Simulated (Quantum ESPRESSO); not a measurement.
A run of Quantum ESPRESSO 7.5:

File pw.in:

```
&CONTROL
  calculation = 'vc-relax'
  prefix = 'pwscf'
  outdir = './tmp'
  pseudo_dir = './pseudo'
  tprnfor = .true.
  tstress = .true.
  disk_io = 'low'
  nstep = 40
  forc_conv_thr = 0.0004
  etot_conv_thr = 1d-05
/
&SYSTEM
  ibrav = 0
  nat = 4
  ntyp = 2
  ecutwfc = 82
  nbnd = 14
  occupations = 'smearing'
  smearing = 'fd'
  degauss = 0.00367493
/
&ELECTRONS
  conv_thr = 8d-10
  electron_maxstep = 120
  mixing_beta = 0.5
/
&IONS
  ion_dynamics = 'bfgs'
/
&CELL
  cell_dynamics = 'bfgs'
  press = 0
  press_conv_thr = 0.3
/
ATOMIC_SPECIES
Si    28.0850 Si.upf
C     12.0110 C.upf
CELL_PARAMETERS angstrom
   3.0760000000    0.0000000000    0.0000000000
  -1.5380000000    2.6638941420    0.0000000000
   0.0000000000    0.0000000000    5.0480000000
ATOMIC_POSITIONS angstrom
Si     1.5380000002    0.8879647139    2.5240000000
Si    -0.0000000002    1.7759294281    0.0000000000
C      1.5380000002    0.8879647139    4.4674800000
C     -0.0000000002    1.7759294281    1.9434800000
K_POINTS automatic
10 10 5 0 0 0
```

Potentials or basis: PseudoDojo 0.4.1 SR PBEsol standard.

Command:

```console
$ OMP_NUM_THREADS=1 pw.x -in pw.in > pw.out
```

Hardware: 1 thread of Arm Neoverse V2 (shared host).

**Question.** How long does it take, and how much memory?

**Answer.** It took 2.1 min on 1 thread of Arm Neoverse V2 (shared host), peak memory 0.1 GiB. Counts: scf iterations 42, k pools 1, bands 14, ion steps 5, k points 42, g dense 27991.
